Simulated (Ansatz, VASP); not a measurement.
## Two plane-wave programs on SiC

```
Si C
1.0
     0.00000    2.17400    2.17400
     2.17400    0.00000    2.17400
     2.17400    2.17400    0.00000
Si C
1 1
Cartesian
  0.0000 0.0000 0.0000
  3.2610 3.2610 3.2610
```

Alike in both runs: task electric field gradients; functional PBE; k mesh 5 × 5 × 5; occupations fermi-dirac, width 0.05 eV; no spin polarisation.

```csv
,VASP,Ansatz
version,VASP 6.6.1,Ansatz 0.2.0
potentials or method,"VASP PAW PBE potentials, release 64 (Si, C)","PAW with Ansatz's default frozen-core files, scalar-relativistic"
plane-wave cutoff (eV),520,420
valence electrons in the cell,8,8
```

|  | VASP | Ansatz | Ansatz less VASP |
| --- | --- | --- | --- |
| pressure (GPa) | 4.9 | 5.0 | +0.07 |
| Vzz of the field gradient on the site that differs most (V/Å²) | 0.0 | 0.0 | 0.00 |

With one functional, cell and mesh, what is left measures potentials, basis and numerics.

Caveats: the k mesh is coarse (spacing up to 0.50 Å⁻¹), so the values aren't converged. A k mesh can miss the band edges.
